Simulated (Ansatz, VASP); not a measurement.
# One calculation of GaP, two programs

```
Ga P
1.0
     0.00000    2.58047    2.58047
     2.58047    0.00000    2.58047
     2.58047    2.58047    0.00000
Ga P
1 1
Direct
  0.00000 0.00000 0.00000
  0.50000 0.50000 0.50000
```

Alike in both runs: task electric field gradients; functional PBE; k mesh 12 × 12 × 12; occupations fermi-dirac, width 0.05 eV; no spin polarisation.

|  | VASP | Ansatz |
| --- | --- | --- |
| version | VASP 6.6.1 | Ansatz 0.2.0 |
| potentials or method | VASP PAW PBE potentials, release 64 (Ga_d, P) | PAW with Ansatz's default frozen-core files, scalar-relativistic |
| plane-wave cutoff (eV) | 520 | 420 |
| valence electrons in the cell | 18 | 18 |

|  | VASP | Ansatz | Ansatz less VASP |
| --- | --- | --- | --- |
| pressure (GPa) | 0.1 | 0.0 | -0.07 |
| Vzz of the field gradient on the site that differs most (V/Å²) | 0.0 | 0.0 | +0.01 |

With one functional, cell and mesh, what is left measures potentials, basis and numerics.
